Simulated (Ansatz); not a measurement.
Ge (omega (AlB2-type)): energy against volume

Computed with DFT, revPBE, plane waves (420 eV) with PAW, scalar-relativistic in Ansatz. The PAW files were generated under PBE, with cores re-solved for the functional.

The cell is scaled uniformly from the relaxed one, with fractional coordinates and shape fixed. Energies are extrapolated to zero smearing, pressures are those at the given smearing. Magnetic state: spin not included.

A Birch-Murnaghan fit gives V₀ = 19.73 Å³/atom, B₀ = 61 GPa, B₀′ = 4.4.

Q: What are the energy above the minimum and the pressure at 18.939 Å³/atom?

A: 6.5 meV/atom and 2.78 GPa as computed.

Q: What are the energy above the minimum and the pressure at 20.517 Å³/atom?

A: 5.5 meV/atom and -2.12 GPa as computed.

Q: What are the energy above the minimum and the pressure at 22.095 Å³/atom?

A: 43.8 meV/atom and -5.28 GPa as computed.
